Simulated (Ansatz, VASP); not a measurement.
# NaF in VASP and in Ansatz

```xyz
2
Lattice="0.0000 2.3712 2.2304 2.3712 0.0000 2.2304 2.3712 2.3712 0.0000" Properties=species:S:1:pos:R:3 pbc="T T T"
Na    0.0000    0.0000    0.0000
F     2.3712    2.3712    2.2304
```

Change from the starting cell: z stretched by -4 % at fixed volume, PAW files.

Alike in both runs: task electric field gradients; functional PBE; k mesh 11 × 11 × 11; occupations fermi-dirac, width 0.03 eV; no spin polarisation.

```csv
,VASP,Ansatz
version,VASP 6.6.1,Ansatz 0.2.0
potentials or method,"VASP PAW PBE potentials, release 64 (Na_pv, F)","PAW with Ansatz's default frozen-core files, scalar-relativistic"
plane-wave cutoff (eV),520,420
valence electrons in the cell,14,16
```

|  | VASP | Ansatz | Ansatz less VASP |
| --- | --- | --- | --- |
| gap on the k mesh at the Fermi level (eV) | 6.25 | 6.26 | +0.016 |
| pressure (GPa) | 2.1 | 2.2 | +0.10 |
| largest component of the traceless stress (GPa) | 3.95 | 3.82 | -0.127 |
| Vzz of the field gradient on the site that differs most (V/Å²) | -10.0 | -8.9 | +1.10 |

The two sets of potentials don't hold the same shells in valence.

Caveats: an odd mesh through Γ misses points on the zone boundary, where band edges often lie.
